Question

A hypothetical crystal of In₃As is packed like a dense metal, with twelve neighbours around each atom. It is stretched or squeezed along one cubic axis while its side edges keep their length. The table holds the results of a density functional calculation. The unstrained cell is cubic; the strained cells are tetragonal. Positive strain means stretching, and positive pressure means compression.

In3As of the Cu3Au type (unstrained cell Pm-3m, a = 4.602 Å, 24.37 Å³ per atom) is strained along one cubic axis, with the other edges and the fractional coordinates fixed. Ansatz 0.2.0, plane-wave PAW, scalar-relativistic, PBE with D3(BJ), no spin polarisation, cutoff 420 eV, k mesh 10×10×10, Gaussian smearing 0.15 eV. Energies are free energies relative to the unstrained cell.

```
strain  energy change (meV/atom)  tensile stress along pattern (GPa)  pressure (GPa)
 -0.04                       4.9                               -1.65            2.12
 -0.03                       2.7                               -1.21            1.55
 -0.02                       1.2                               -0.80            1.00
 -0.01                       0.3                               -0.40            0.49
     0                       0.0                                0.00            0.00
  0.01                       0.3                                0.42           -0.46
  0.02                       1.3                                0.86           -0.89
  0.03                       2.9                                1.29           -1.30
 0.035                       4.0                                1.50           -1.50
  0.04                       5.2                                1.71           -1.70
```

(a) Using only the rows at −0.01 and +0.01, set up a rule for the stress along the axis, the energy and the pressure. Apply it by hand to the strains +0.04 and −0.03.

(b) How accurate is the rule over the table, and where does its range end?

(c) The energy is lowest at zero strain. Is the cubic crystal therefore stable?

Model answer

(a) A strain of a few per cent hardly changes the bonds. The contacts that lean towards the strained axis change in length by only about half the strain, and those perpendicular to it keep their length. The forces can therefore be taken as proportional to the strain ε. One constant, C11, gives the tensile stress σ along the axis, and a second, the bulk modulus B, gives the pressure p for a small change of volume:

C11 = (0.42 + 0.40) / 0.02 = 41 GPa

B = (0.49 + 0.46) / 0.02 = 47.5 GPa

The energy follows from the stress. Because the side edges are held, the end faces keep their area, and the work done on them is the original volume times the area under the stress–strain line. With σ = C11 ε that area is a triangle, so an atom with the volume V₀ = 24.37 Å³ gains the energy

E = ½ V₀ C11 ε²

Since 1 GPa Å³ is about 6.2 meV, this amounts to 0.31 meV per atom times the square of the strain in per cent.

The pressure needs a correction. Atoms pushed together repel each other ever more steeply, so a solid usually becomes stiffer when its volume shrinks and softer when it grows. For many solids B rises by roughly 4 GPa for each GPa of pressure. With the sides held, the volume changes by the factor 1 + ε, and the Murnaghan equation becomes

p = (B/4) [1/(1 + ε)⁴ − 1]

For the strain +0.04 the rule gives

σ = 41 × 0.04 = 1.64 GPa

E = 0.31 × 4² = 5.0 meV per atom

p = 11.9 × (0.855 − 1) = −1.7 GPa

The table has 1.71 GPa, 5.2 meV per atom and −1.70 GPa.

For the strain −0.03 the same steps give

σ = −41 × 0.03 = −1.23 GPa

E = 0.31 × 3² = 2.8 meV per atom

p = 11.9 × (1.13 − 1) = 1.5 GPa

The table has −1.21 GPa, 2.7 meV per atom and 1.55 GPa. Neither worked row was used to find the constants.

(b) Beyond the two rows that set the constants, stress and energy come out within 5 % of the computed values, and the pressure within 2 %. A straight line, p = −Bε, would miss the pressure by up to 12 %, so the correction is worth its one extra step. The output after this text lists the estimates for every strain.

The rule must not be used to find the strength of the crystal. A crystal reaches its ideal strength at the latest where the stress stops rising, but between +0.03 and +0.04 the stress still climbs at 42 GPa per unit strain, much as it does at the start. The maximum lies outside the table, and a straight line has none to offer. The rule also fails for a bar with free sides, which would change its width; with the constants of this crystal such a bar is expected to have no restoring stiffness at all, for the reason given in (c). The 5 % holds for the free energies of the table: extrapolated to zero electronic smearing, the energy at −0.04 is 4.5 meV per atom, which the rule overshoots by about a tenth.

(c) No. The scan tests only one path, and on that path the volume changes with the shape. The stresses reveal what the energy hides. At −0.01 the pressure, which is the average over all three axes, is 0.49 GPa, while the squeezed axis itself pushes back with only 0.40 GPa. The held sides must therefore push outwards harder than the axis that was shortened.

Now let the sides give way while the axis shortens further, so that the volume stays the same. The sides release more work than the axis costs, and the cell moves further from the cubic shape. At these settings the cubic crystal is thus balanced but unstable against becoming tetragonal. This follows from the stresses by elasticity theory; it was not computed along a path of constant volume. Nor was it tested with a finer k mesh or a smaller electronic smearing, which could shift the small difference between the two stresses; the energies extrapolated to zero smearing already curve about a tenth less at ±0.01 than the free energies do.

Remarks on the reasoning

The key is to see the strain as two changes at once, one of volume and one of shape. For a cubic crystal, elasticity theory separates their shares in the stiffness. With C12 = (3B − C11)/2, about 51 GPa, for the stress that appears on the held sides,

C11 = B + ⅔ (C11 − C12) = 47.5 − 6.5 = 41 GPa

The first term is the resistance to a change of volume, and the second belongs to the change of shape. Here the second is negative: the shape change gives back part of what the volume change costs. The energy still rises in both directions because the volume term is much the larger.

Metallic bonding makes this division plausible. A change of volume alters the mean density of the binding electrons and lengthens or shortens all twelve contacts of an atom together. A tetragonal change at constant volume keeps the mean density and lengthens some contacts while it shortens others, so it usually costs much less. Finer electronic preferences can then decide the sign, but this scan does not show which ones are at work here.

The argument carries over to any cubic crystal strained in this way from zero pressure. If the pressure at a small strain is larger in size than the stress along the axis, C11 lies below B and the cubic shape is unstable. If it is smaller, the crystal passes this particular test, provided symmetry fixes the atoms as it does here; where they are free to relax, the constants can only come out lower. Two numbers from one slightly strained cell give the sign, but not the size: the gap is 0.09 GPa at −0.01 and only 0.04 GPa at +0.01. The strain must also be small. In tension the gap closes near +0.035, where all three axes carry about the same stress and nothing drives the shape further, and at +0.04 the stress, 1.71 GPa, has overtaken the size of the pressure, 1.70 GPa. In compression the gap keeps growing to the end of the table, so the drive towards distortion is weak on the stretched side and much stronger on the squeezed side.

Two refinements should be resisted. The success of the factor 4 does not make it a measured property of this crystal, because the strain is not equal in all directions and the stress along the axis shows no softening in tension. Nor is it worth adding a term for the slightly higher energy in tension, 5.2 against 4.9 meV per atom at 4 %. Extrapolated to zero electronic smearing, the same calculation gives 5.3 against 4.5, so the difference is not robust. Much of the wider gap is expected to arise because the cell was relaxed with the smearing and is no longer the exact minimum without it: the extrapolated energies are lopsided already at 1 %, 1.30 against 0.95 meV per cell.

Numerical output:

```
C11 from the rows at -0.01 and +0.01, GPa: 41
bulk modulus B from the same rows, GPa: 47.5
C12 from C11 and B, GPa: 50.75
C11 less C12, GPa: -9.75
energy rule, meV per atom for one per cent of strain (grows as the square): 0.3118
Rules of thumb and lateral stress:
    row  stress rule GPa  energy rule meV/atom  straight pressure rule GPa  curved pressure rule GPa  lateral tensile stress from table GPa
  -0.04            -1.64                 4.989                         1.9                     2.106                                 -2.355
  -0.03            -1.23                 2.806                       1.425                     1.539                                  -1.72
  -0.02            -0.82                 1.247                        0.95                    0.9995                                   -1.1
  -0.01            -0.41                0.3118                       0.475                    0.4871                                 -0.535
    0.0                0                     0                           0                         0                                      0
   0.01             0.41                0.3118                      -0.475                   -0.4634                                   0.48
   0.02             0.82                 1.247                       -0.95                   -0.9043                                  0.905
   0.03             1.23                 2.806                      -1.425                    -1.324                                  1.305
  0.035            1.435                  3.82                      -1.663                    -1.527                                    1.5
   0.04             1.64                 4.989                        -1.9                    -1.724                                  1.695
Misses in per cent of the computed value:
    row   stress  energy  straight pressure  curved pressure
  -0.04  -0.6061   1.818             -10.38          -0.6445
  -0.03    1.653   3.939             -8.065          -0.7328
  -0.02      2.5   3.939                 -5         -0.05313
  -0.01      2.5   3.939             -3.061          -0.5884
    0.0        0       0                  0                0
   0.01   -2.381   3.939              3.261           0.7301
   0.02   -4.651  -4.056              6.742            1.611
   0.03   -4.651  -3.229              9.615            1.863
  0.035   -4.333  -4.506              10.83            1.775
   0.04   -4.094  -4.056              11.76            1.424
largest stress miss beyond the calibration rows, per cent: 4.651
largest energy miss beyond the calibration rows, per cent: 4.506
largest straight pressure miss beyond the calibration rows, per cent: 11.76
largest curved pressure miss beyond the calibration rows, per cent: 1.863
work summed from the stresses up to +0.04, meV/atom: 5.21
work summed from the stresses down to -0.04, meV/atom: 4.921
zero-smearing energy at +0.04, meV/atom: 5.297
zero-smearing energy at -0.04, meV/atom: 4.513
slope of axial stress between +0.03 and +0.04, GPa: 42
```
